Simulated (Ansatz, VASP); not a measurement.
**AlN: VASP beside Ansatz**

```
Al N
1.0
     3.06730    0.00000    0.00000
    -1.53365    2.65636    0.00000
     0.00000    0.00000    5.41830
Al N
2 2
Direct
  0.33333 0.66667 0.00724
  0.66667 0.33333 0.50724
  0.33333 0.66667 0.37776
  0.66667 0.33333 0.87776
```

Alike in both runs: functional PBE; k mesh 9 × 9 × 6; occupations gaussian, width 0.05 eV; no spin polarisation.

Ansatz relaxed the structure, and its values are those at the end. VASP's run is a single point on that final structure, the one shown.

```csv
,VASP,Ansatz
version,VASP 6.6.1,Ansatz 0.2.0
potentials or method,"VASP PAW PBE potentials, release 64 (Al, N)","scalar-relativistic, plane waves, PAW"
plane-wave cutoff (eV),520,520
valence electrons in the cell,16,16
```

```tsv
	VASP	Ansatz	Ansatz less VASP
gap on the k mesh at the Fermi level (eV)	3.35	3.35	-0.003
least direct gap on the mesh (eV)	3.35	3.35	-0.003
pressure (GPa)	-5.6	-5.4	+0.17
```

Ansatz warned: «stress_scf_threshold_loose».

Expect the measured gap to be larger: semilocal functionals such as PBE lack the derivative discontinuity.
